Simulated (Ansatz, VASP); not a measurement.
Sb in VASP and in Ansatz

File INCAR:

```
PREC = Accurate
ENCUT = 520
EDIFF = 1E-6
ISMEAR = -1
SIGMA = 0.1
LREAL = F
LASPH = T
NELM = 60
ALGO = Normal
ISIF = 2
LWAVE = F
LCHARG = F
GGA = RE
NBANDS = 12
```

The input KPOINTS:

```
regular mesh
0
Gamma
  9 9 9
```

The input POSCAR:

```
Sb
1.0
    0.0000000000      3.4303639158      3.4303639158
    3.4303639158      0.0000000000      3.4303639158
    3.4303639158      3.4303639158      0.0000000000
Sb
2
Direct
    0.1250000000      0.1250000000      0.1250000000
    0.8750000000      0.8750000000      0.8750000000
```

Input for Ansatz:

```yaml
crystal:
  lattice:
    - [0.0, 3.4303639158, 3.4303639158]
    - [3.4303639158, 0.0, 3.4303639158]
    - [3.4303639158, 3.4303639158, 0.0]
  atoms:
    - { symbol: Sb, position: [0.125, 0.125, 0.125] }
    - { symbol: Sb, position: [0.875, 0.875, 0.875] }
hamiltonian:
  xc: revpbe
  pseudopotentials:
    kind: paw
    azcp:
      Sb: "pseudopotentials/Sb.paw.azcp"
basis:
  ecutwfc: 420
  fft_grid_basis: typed
kpoints:
  mp_grid: { grid: [9, 9, 9], shift: [0, 0, 0] }
magnetization:
  spin_polarized: false
scf:
  occupations: { method: fermi_dirac, width: 0.1 }
  lower_state_search: "off"
output:
  stress: true
  write_density: true
  write_potential: true
  elf: true
  volumetric_format: npy
```

Alike in both runs: task single point; functional revPBE; k mesh 9 × 9 × 9; occupations fermi-dirac, width 0.1 eV; no spin polarisation.

|  | VASP | Ansatz |
| --- | --- | --- |
| version | VASP 6.6.1 | Ansatz 0.2.0 |
| potentials or method | VASP PAW PBE potentials, release 64 (Sb) | plane waves (420 eV) with PAW, scalar-relativistic |
| plane-wave cutoff (eV) | 520 | 420 |
| valence electrons in the cell | 10 | 30 |

```csv
,VASP,Ansatz,Ansatz less VASP
pressure (GPa),2.8,2.8,-0.01
```

The functional is the same, so the differences come from potentials, cutoffs and numerics. The two sets of potentials don't hold the same shells in valence.

Caveats: the PAW data sets were made with another functional, which shifts forces and pressure a little (VASP). The runs have no spin-orbit coupling, so splittings on Sb are missing.
